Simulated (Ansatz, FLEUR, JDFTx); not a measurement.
# Os: 3 runs at one level of theory

```
Os
1.0
     2.73410    0.00000    0.00000
    -1.36705    2.36780    0.00000
     0.00000    0.00000    4.31970
Os
2
Direct
  0.66667 0.33333 0.75000
  0.33333 0.66667 0.25000
```

Alike in all runs: task band structure; functional RPBE; k mesh 11 × 11 × 6; occupations fermi-dirac, width 0.05 eV; no spin polarisation; no spin-orbit coupling.

| program and potentials | plane-wave cutoff (eV) | notes | band gap (eV) |
| --- | --- | --- | --- |
| Ansatz, all-electron LAPW, scalar-relativistic | - | - | no gap |
| FLEUR, all-electron, FLAPW | - | - | no gap |
| JDFTx, PseudoDojo-SR-PBE-0.5-standard with smoothed tails | 1007 | potentials made for PBE | no gap |

None finds a gap.

Differences between rows come from potentials, basis sets and numerical settings, since the functional is the same but for its coding. Runs on potential files found faulty are left out.
